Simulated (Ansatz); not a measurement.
Born–Oppenheimer molecular dynamics of a periodic cell of 25 atoms, Sc24H (surface Sc(0001), adsorbate H). It goes on from the last frame of an earlier run, with new velocities.

All numbers below come from Ansatz 0.2.0, DFT PBE, scalar-relativistic, plane waves, PAW. Settings: cutoff 150 eV, k mesh 2x1x1, fermi-dirac smearing 0.1 eV, no spin polarisation.

| Item | Value |
| --- | --- |
| ensemble | NVE (velocity Verlet) |
| time step | 0.5 fs |
| steps asked | 200 |
| starting velocities drawn for | 1050 K |
| atoms held | 1 to 6 |
| seed | 526742 |

Frames 10 fs apart, positions in Å.

Velocities at 10 fs (Å/ps):

```
Sc 0.00 0.00 0.00
Sc 0.00 0.00 0.00
Sc 0.00 0.00 0.00
Sc 0.00 0.00 0.00
Sc 0.00 0.00 0.00
Sc 0.00 0.00 0.00
Sc 2.36 -3.21 0.03
Sc 0.70 -7.82 -0.04
Sc 12.48 -2.99 1.45
Sc 9.24 2.46 1.96
Sc -2.48 -3.09 0.03
Sc -3.69 -3.12 6.96
Sc -0.25 3.40 -3.41
Sc -1.96 -4.03 1.33
Sc 1.73 -1.30 1.38
Sc -0.88 -0.98 -1.63
Sc 2.40 -0.83 -7.06
Sc -8.54 1.37 7.30
Sc 2.10 -4.72 2.08
Sc -3.63 -6.80 -2.71
Sc 1.02 8.30 2.65
Sc 0.94 -2.33 -1.28
Sc 2.77 0.29 -1.95
Sc 8.25 0.17 5.30
H -17.36 1.19 38.15
```

```xyz
25
Lattice="6.6200 0.0000 0.0000 4.9650 8.5996 0.0000 0.0000 0.0000 20.9142" Properties=species:S:1:pos:R:3 time_fs=10 energy_less_start_eV=0.256 T=946
Sc 0.000 1.911 1.000
Sc 3.310 1.911 1.000
Sc 1.655 4.778 1.000
Sc 4.965 4.778 1.000
Sc 3.310 7.644 1.000
Sc 6.620 7.644 1.000
Sc 0.103 0.176 3.580
Sc 3.342 0.081 3.372
Sc 1.983 3.044 3.368
Sc 4.922 2.994 3.695
Sc 3.264 5.924 3.453
Sc 6.543 6.014 3.573
Sc -0.019 1.818 6.290
Sc 3.211 2.075 6.194
Sc 1.820 4.904 6.279
Sc 5.134 4.744 6.174
Sc 3.365 7.837 6.150
Sc 6.525 7.737 6.119
Sc 0.322 -0.134 8.661
Sc 3.499 0.396 8.617
Sc 1.793 3.054 8.598
Sc 5.198 2.735 8.826
Sc 3.589 5.579 8.807
Sc 6.749 5.582 8.874
H 4.893 6.901 10.019
25
Lattice="6.6200 0.0000 0.0000 4.9650 8.5996 0.0000 0.0000 0.0000 20.9142" Properties=species:S:1:pos:R:3 time_fs=20 energy_less_start_eV=0.294 T=931
Sc 0.000 1.911 1.000
Sc 3.310 1.911 1.000
Sc 1.655 4.778 1.000
Sc 4.965 4.778 1.000
Sc 3.310 7.644 1.000
Sc 6.620 7.644 1.000
Sc 0.123 0.143 3.579
Sc 3.349 0.005 3.380
Sc 2.087 3.014 3.394
Sc 5.026 3.014 3.709
Sc 3.241 5.888 3.459
Sc 6.515 5.971 3.643
Sc -0.014 1.862 6.250
Sc 3.199 2.034 6.200
Sc 1.833 4.891 6.287
Sc 5.122 4.742 6.157
Sc 3.385 7.819 6.082
Sc 6.450 7.750 6.189
Sc 0.335 -0.181 8.694
Sc 3.463 0.309 8.594
Sc 1.804 3.130 8.633
Sc 5.207 2.720 8.821
Sc 3.615 5.597 8.795
Sc 6.831 5.595 8.930
H 4.828 6.776 10.115
25
Lattice="6.6200 0.0000 0.0000 4.9650 8.5996 0.0000 0.0000 0.0000 20.9142" Properties=species:S:1:pos:R:3 time_fs=30 energy_less_start_eV=-0.086 T=1085
Sc 0.000 1.911 1.000
Sc 3.310 1.911 1.000
Sc 1.655 4.778 1.000
Sc 4.965 4.778 1.000
Sc 3.310 7.644 1.000
Sc 6.620 7.644 1.000
Sc 0.135 0.110 3.575
Sc 3.355 -0.062 3.405
Sc 2.147 2.982 3.439
Sc 5.147 3.022 3.708
Sc 3.224 5.843 3.474
Sc 6.507 5.908 3.709
Sc 0.004 1.921 6.198
Sc 3.201 1.990 6.193
Sc 1.835 4.881 6.283
Sc 5.105 4.757 6.144
Sc 3.392 7.786 6.022
Sc 6.401 7.758 6.246
Sc 0.330 -0.226 8.754
Sc 3.429 0.189 8.581
Sc 1.819 3.182 8.685
Sc 5.211 2.717 8.828
Sc 3.638 5.641 8.796
Sc 6.906 5.634 8.989
H 5.148 6.606 9.794
25
Lattice="6.6200 0.0000 0.0000 4.9650 8.5996 0.0000 0.0000 0.0000 20.9142" Properties=species:S:1:pos:R:3 time_fs=40 energy_less_start_eV=-0.129 T=1103
Sc 0.000 1.911 1.000
Sc 3.310 1.911 1.000
Sc 1.655 4.778 1.000
Sc 4.965 4.778 1.000
Sc 3.310 7.644 1.000
Sc 6.620 7.644 1.000
Sc 0.140 0.077 3.566
Sc 3.359 -0.113 3.447
Sc 2.162 2.947 3.498
Sc 5.274 3.013 3.690
Sc 3.215 5.794 3.495
Sc 6.520 5.826 3.764
Sc 0.033 1.989 6.139
Sc 3.218 1.949 6.181
Sc 1.829 4.875 6.269
Sc 5.087 4.783 6.142
Sc 3.384 7.744 5.972
Sc 6.383 7.758 6.289
Sc 0.308 -0.259 8.830
Sc 3.403 0.047 8.579
Sc 1.840 3.204 8.750
Sc 5.210 2.723 8.843
Sc 3.658 5.702 8.802
Sc 6.972 5.689 9.046
H 5.411 6.530 9.823
25
Lattice="6.6200 0.0000 0.0000 4.9650 8.5996 0.0000 0.0000 0.0000 20.9142" Properties=species:S:1:pos:R:3 time_fs=50 energy_less_start_eV=-0.030 T=1062
Sc 0.000 1.911 1.000
Sc 3.310 1.911 1.000
Sc 1.655 4.778 1.000
Sc 4.965 4.778 1.000
Sc 3.310 7.644 1.000
Sc 6.620 7.644 1.000
Sc 0.138 0.043 3.552
Sc 3.362 -0.146 3.503
Sc 2.139 2.907 3.562
Sc 5.387 2.987 3.653
Sc 3.219 5.744 3.517
Sc 6.553 5.736 3.802
Sc 0.071 2.055 6.089
Sc 3.250 1.913 6.172
Sc 1.819 4.872 6.248
Sc 5.071 4.814 6.159
Sc 3.358 7.699 5.938
Sc 6.397 7.748 6.317
Sc 0.274 -0.275 8.916
Sc 3.389 -0.093 8.586
Sc 1.867 3.191 8.821
Sc 5.207 2.736 8.863
Sc 3.682 5.773 8.816
Sc 7.032 5.747 9.092
H 4.932 6.643 10.235
25
Lattice="6.6200 0.0000 0.0000 4.9650 8.5996 0.0000 0.0000 0.0000 20.9142" Properties=species:S:1:pos:R:3 time_fs=60 energy_less_start_eV=0.173 T=980
Sc 0.000 1.911 1.000
Sc 3.310 1.911 1.000
Sc 1.655 4.778 1.000
Sc 4.965 4.778 1.000
Sc 3.310 7.644 1.000
Sc 6.620 7.644 1.000
Sc 0.131 0.007 3.534
Sc 3.365 -0.163 3.564
Sc 2.084 2.862 3.623
Sc 5.468 2.942 3.597
Sc 3.237 5.694 3.537
Sc 6.603 5.649 3.818
Sc 0.114 2.109 6.063
Sc 3.299 1.885 6.173
Sc 1.808 4.873 6.228
Sc 5.059 4.843 6.197
Sc 3.322 7.658 5.925
Sc 6.438 7.726 6.334
Sc 0.228 -0.271 9.010
Sc 3.386 -0.213 8.598
Sc 1.894 3.142 8.891
Sc 5.204 2.759 8.884
Sc 3.705 5.839 8.835
Sc 7.066 5.805 9.137
H 4.753 6.817 10.325
25
Lattice="6.6200 0.0000 0.0000 4.9650 8.5996 0.0000 0.0000 0.0000 20.9142" Properties=species:S:1:pos:R:3 time_fs=70 energy_less_start_eV=0.194 T=971
Sc 0.000 1.911 1.000
Sc 3.310 1.911 1.000
Sc 1.655 4.778 1.000
Sc 4.965 4.778 1.000
Sc 3.310 7.644 1.000
Sc 6.620 7.644 1.000
Sc 0.119 -0.032 3.516
Sc 3.369 -0.166 3.624
Sc 2.008 2.812 3.676
Sc 5.506 2.878 3.527
Sc 3.270 5.644 3.552
Sc 6.666 5.572 3.814
Sc 0.157 2.149 6.065
Sc 3.364 1.867 6.186
Sc 1.800 4.877 6.216
Sc 5.053 4.868 6.255
Sc 3.284 7.624 5.938
Sc 6.495 7.694 6.346
Sc 0.181 -0.240 9.100
Sc 3.398 -0.300 8.611
Sc 1.918 3.062 8.957
Sc 5.204 2.788 8.905
Sc 3.722 5.891 8.857
Sc 7.076 5.851 9.183
H 4.798 6.828 10.318
25
Lattice="6.6200 0.0000 0.0000 4.9650 8.5996 0.0000 0.0000 0.0000 20.9142" Properties=species:S:1:pos:R:3 time_fs=80 energy_less_start_eV=0.026 T=1040
Sc 0.000 1.911 1.000
Sc 3.310 1.911 1.000
Sc 1.655 4.778 1.000
Sc 4.965 4.778 1.000
Sc 3.310 7.644 1.000
Sc 6.620 7.644 1.000
Sc 0.108 -0.073 3.500
Sc 3.376 -0.154 3.676
Sc 1.923 2.757 3.718
Sc 5.499 2.800 3.453
Sc 3.317 5.594 3.564
Sc 6.731 5.510 3.793
Sc 0.196 2.173 6.093
Sc 3.441 1.859 6.211
Sc 1.797 4.882 6.223
Sc 5.054 4.886 6.327
Sc 3.255 7.601 5.976
Sc 6.557 7.657 6.359
Sc 0.140 -0.182 9.176
Sc 3.425 -0.348 8.626
Sc 1.935 2.954 9.015
Sc 5.207 2.824 8.923
Sc 3.731 5.929 8.880
Sc 7.062 5.877 9.227
H 5.074 6.578 10.386
25
Lattice="6.6200 0.0000 0.0000 4.9650 8.5996 0.0000 0.0000 0.0000 20.9142" Properties=species:S:1:pos:R:3 time_fs=90 energy_less_start_eV=0.013 T=1045
Sc 0.000 1.911 1.000
Sc 3.310 1.911 1.000
Sc 1.655 4.778 1.000
Sc 4.965 4.778 1.000
Sc 3.310 7.644 1.000
Sc 6.620 7.644 1.000
Sc 0.098 -0.115 3.489
Sc 3.385 -0.129 3.718
Sc 1.842 2.701 3.746
Sc 5.447 2.720 3.392
Sc 3.376 5.544 3.574
Sc 6.789 5.462 3.760
Sc 0.228 2.178 6.144
Sc 3.523 1.859 6.244
Sc 1.800 4.886 6.255
Sc 5.063 4.895 6.403
Sc 3.245 7.589 6.035
Sc 6.615 7.620 6.371
Sc 0.108 -0.110 9.245
Sc 3.463 -0.358 8.641
Sc 1.946 2.828 9.068
Sc 5.215 2.865 8.938
Sc 3.733 5.946 8.909
Sc 7.026 5.882 9.271
H 5.460 6.575 10.072
```

Of the whole run (100 fs, mean temperature of the second half 1026 K): The conserved energy stayed within 0.034 meV per atom of its start (net change 0.023 meV per atom), so the integration is sound. A run of 0.1 ps of so small a system gives no equilibrium averages. The plane-wave cutoff is below what these datasets need, so energies and pressures aren't converged. Limits of this set-up: coarse k mesh, thin slab, slab without dipole correction, odd electron count without spin, a typed lattice constant that wasn't relaxed here.

Run time: 4.8 min on 2 threads of Intel(R) Xeon(R) Platinum 8488C (Sapphire Rapids), with other jobs on the host, peak memory 0.85 GiB.
